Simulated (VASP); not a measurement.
Input of a VASP 6.6.1 run:

INCAR

```
SYSTEM = Al
PREC     = Accurate       ! precision mode
ENCUT    = 500            ! plane-wave cutoff, eV
EDIFF    = 1E-7           ! SCF threshold, eV
ISMEAR   = 0              ! smearing method
SIGMA    = 0.1            ! smearing width, eV
LREAL    = .FALSE.        ! projectors in reciprocal space
LASPH    = .TRUE.         ! aspherical terms in the spheres
NELM     = 60             ! most SCF steps
ALGO     = Fast           ! electronic algorithm
ISIF     = 2              ! what is computed and relaxed
LWAVE    = .FALSE.        ! write WAVECAR
LCHARG   = .FALSE.        ! write CHGCAR
GGA      = PS             ! functional
LORBIT   = 11             ! projections on sites
```

Al.cif

```cif
data_Al
_cell_length_a 3.33420640
_cell_length_b 3.33420640
_cell_length_c 3.33420640
_cell_angle_alpha 90.00000000
_cell_angle_beta 90.00000000
_cell_angle_gamma 90.00000000
_space_group_name_H-M_alt 'Im-3m'
_space_group_name_Hall '-I 4 2 3'
_space_group_IT_number 229
loop_
_space_group_symop_operation_xyz
'x,y,z'
'-x,-y,-z'
'-y,x,z'
'y,-x,-z'
'-x,-y,z'
'x,y,-z'
'y,-x,z'
'-y,x,-z'
'x,-y,-z'
'-x,y,z'
'-y,-x,-z'
'y,x,z'
'-x,y,-z'
'x,-y,z'
'y,x,-z'
'-y,-x,z'
'z,x,y'
'-z,-x,-y'
'z,-y,x'
'-z,y,-x'
'z,-x,-y'
'-z,x,y'
'z,y,-x'
'-z,-y,x'
'-z,x,-y'
'z,-x,y'
'-z,-y,-x'
'z,y,x'
'-z,-x,y'
'z,x,-y'
'-z,y,x'
'z,-y,-x'
'y,z,x'
'-y,-z,-x'
'x,z,-y'
'-x,-z,y'
'-y,z,-x'
'y,-z,x'
'-x,z,y'
'x,-z,-y'
'-y,-z,x'
'y,z,-x'
'-x,-z,-y'
'x,z,y'
'y,-z,-x'
'-y,z,x'
'x,-z,y'
'-x,z,-y'
'x+1/2,y+1/2,z+1/2'
'-x+1/2,-y+1/2,-z+1/2'
'-y+1/2,x+1/2,z+1/2'
'y+1/2,-x+1/2,-z+1/2'
'-x+1/2,-y+1/2,z+1/2'
'x+1/2,y+1/2,-z+1/2'
'y+1/2,-x+1/2,z+1/2'
'-y+1/2,x+1/2,-z+1/2'
'x+1/2,-y+1/2,-z+1/2'
'-x+1/2,y+1/2,z+1/2'
'-y+1/2,-x+1/2,-z+1/2'
'y+1/2,x+1/2,z+1/2'
'-x+1/2,y+1/2,-z+1/2'
'x+1/2,-y+1/2,z+1/2'
'y+1/2,x+1/2,-z+1/2'
'-y+1/2,-x+1/2,z+1/2'
'z+1/2,x+1/2,y+1/2'
'-z+1/2,-x+1/2,-y+1/2'
'z+1/2,-y+1/2,x+1/2'
'-z+1/2,y+1/2,-x+1/2'
'z+1/2,-x+1/2,-y+1/2'
'-z+1/2,x+1/2,y+1/2'
'z+1/2,y+1/2,-x+1/2'
'-z+1/2,-y+1/2,x+1/2'
'-z+1/2,x+1/2,-y+1/2'
'z+1/2,-x+1/2,y+1/2'
'-z+1/2,-y+1/2,-x+1/2'
'z+1/2,y+1/2,x+1/2'
'-z+1/2,-x+1/2,y+1/2'
'z+1/2,x+1/2,-y+1/2'
'-z+1/2,y+1/2,x+1/2'
'z+1/2,-y+1/2,-x+1/2'
'y+1/2,z+1/2,x+1/2'
'-y+1/2,-z+1/2,-x+1/2'
'x+1/2,z+1/2,-y+1/2'
'-x+1/2,-z+1/2,y+1/2'
'-y+1/2,z+1/2,-x+1/2'
'y+1/2,-z+1/2,x+1/2'
'-x+1/2,z+1/2,y+1/2'
'x+1/2,-z+1/2,-y+1/2'
'-y+1/2,-z+1/2,x+1/2'
'y+1/2,z+1/2,-x+1/2'
'-x+1/2,-z+1/2,-y+1/2'
'x+1/2,z+1/2,y+1/2'
'y+1/2,-z+1/2,-x+1/2'
'-y+1/2,z+1/2,x+1/2'
'x+1/2,-z+1/2,y+1/2'
'-x+1/2,z+1/2,-y+1/2'
loop_
_atom_site_label
_atom_site_type_symbol
_atom_site_symmetry_multiplicity
_atom_site_Wyckoff_symbol
_atom_site_fract_x
_atom_site_fract_y
_atom_site_fract_z
_atom_site_occupancy
Al1 Al 2 a 0.0000000000 0.0000000000 0.0000000000 1
```

KPOINTS

```
Automatic mesh
0
G
  8 8 8
  0 0 0
```

The input POSCAR:

```
Al
 1.0000000000000000
     3.3342063999999998    0.0000000000000000    0.0000000000000000
     0.0000000000000000    3.3342063999999998    0.0000000000000000
     0.0000000000000000    0.0000000000000000    3.3342063999999998
 Al 
   2
Cartesian
  0.0000000000000000  0.0000000000000000  0.0000000000000000
  1.6671031999999999  1.6671031999999999  1.6671031999999999
```

Potentials or basis: VASP PAW PBE potentials, release 64 (Al).

Run with:

```sh
$ ase convert -i cif -o vasp Al.cif POSCAR
$ cat potpaw_PBE.64/Al/POTCAR > POTCAR
$ mpirun -np 1 vasp_std > vasp.out
```

Problem. What does it give for the pressure?

Solution. -6.2 GPa.

Caveat: the PAW data sets were made with another functional, which shifts forces and pressure a little.
